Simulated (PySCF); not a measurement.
Compound: C₃H₈S.
Atom-mapped SMILES: `[CH3:1][CH2:2][CH2:3][SH:4]` (hydrogens: H5, H6, H7 on C1; H8, H9 on C2; H10, H11 on C3; H12 on S4)

Level of theory: TDDFT CAM-B3LYP/def2-SVPD, vertical, gas phase, core orbitals frozen in the response (PySCF). The structure is a single GFN2-xTB conformer in the gas phase; no vibrational or solvent corrections. Torsions of this conformer, `[CH3:1][CH2:2][CH2:3][SH:4]`: C1–C2–C3–S4 -179°, H–S4–C3–C2 -61°.

```json
{"state": "S1", "E (eV)": "5.50", "E (kJ/mol)": "531", "λ (nm)": "225.5", "f": "0.0066", "|μ| (D)": "0.56", "main configurations (H = HOMO, L = LUMO)": "H→L (73%), H→L+2 (10%)"}
{"state": "S2", "E (eV)": "6.18", "E (kJ/mol)": "596", "λ (nm)": "200.7", "f": "0.033", "|μ| (D)": "1.19", "main configurations (H = HOMO, L = LUMO)": "H→L+1 (86%)"}
{"state": "S3", "E (eV)": "7.11", "E (kJ/mol)": "686", "λ (nm)": "174.4", "f": "0.014", "|μ| (D)": "0.72", "main configurations (H = HOMO, L = LUMO)": "H→L+3 (66%), H→L+2 (16%)"}
{"state": "S4", "E (eV)": "7.36", "E (kJ/mol)": "710", "λ (nm)": "168.5", "f": "0.020", "|μ| (D)": "0.84", "main configurations (H = HOMO, L = LUMO)": "H→L+4 (47%), H→L+5 (12%), H→L (12%)"}
{"state": "S5", "E (eV)": "7.50", "E (kJ/mol)": "724", "λ (nm)": "165.3", "f": "0.015", "|μ| (D)": "0.74", "main configurations (H = HOMO, L = LUMO)": "H→L+2 (47%), H→L+4 (20%), H→L+3 (11%)"}
{"state": "S6", "E (eV)": "8.16", "E (kJ/mol)": "787", "λ (nm)": "151.9", "f": "0.024", "|μ| (D)": "0.88", "main configurations (H = HOMO, L = LUMO)": "H-1→L (72%)"}
{"state": "S7", "E (eV)": "8.31", "E (kJ/mol)": "802", "λ (nm)": "149.1", "f": "0.017", "|μ| (D)": "0.73", "main configurations (H = HOMO, L = LUMO)": "H→L+6 (37%), H→L+7 (17%), H→L+10 (8%)"}
{"state": "S8", "E (eV)": "8.36", "E (kJ/mol)": "806", "λ (nm)": "148.4", "f": "0.107", "|μ| (D)": "1.84", "main configurations (H = HOMO, L = LUMO)": "H→L+5 (42%), H→L+7 (19%), H→L+4 (10%)"}
```

Triplets, Tamm–Dancoff:

```json
{"state": "T1", "E (eV)": "5.09", "λ (nm)": "243.6", "main configurations (H = HOMO, L = LUMO)": "H→L (65%), H→L+2 (10%)"}
{"state": "T2", "E (eV)": "5.73", "λ (nm)": "216.2", "main configurations (H = HOMO, L = LUMO)": "H→L+1 (76%)"}
{"state": "T3", "E (eV)": "7.00", "λ (nm)": "177.2", "main configurations (H = HOMO, L = LUMO)": "H→L+3 (26%), H→L+4 (24%), H→L+5 (18%)"}
```

The lowest singlet lies at 5.50 eV (225 nm, ultraviolet) and is weak; its leading configuration is HOMO→LUMO (73%). The strongest level in the table is S8 at 8.36 eV (148 nm, f = 0.107). It is the last of those listed, so stronger ones may follow. Löwdin shares by element: HOMO sulfur 75%, carbon 10% or more, hydrogen 6% or more; LUMO sulfur 39%, carbon 17% or more, hydrogen 10% or more (atoms not listed hold the other 33%). Of the 8 states listed, 7 reach f = 0.01 and none stays under 0.0005. Orbital energies (eV): HOMO-3 -11.43, HOMO-2 -11.14, HOMO-1 -10.37, HOMO -8.13, LUMO 1.01, LUMO+1 1.34, LUMO+2 1.87. Weighted by f, the mean energy of these states is 7.73 eV. Only the lowest 8 singlets were computed, as vertical energies without vibronic structure.
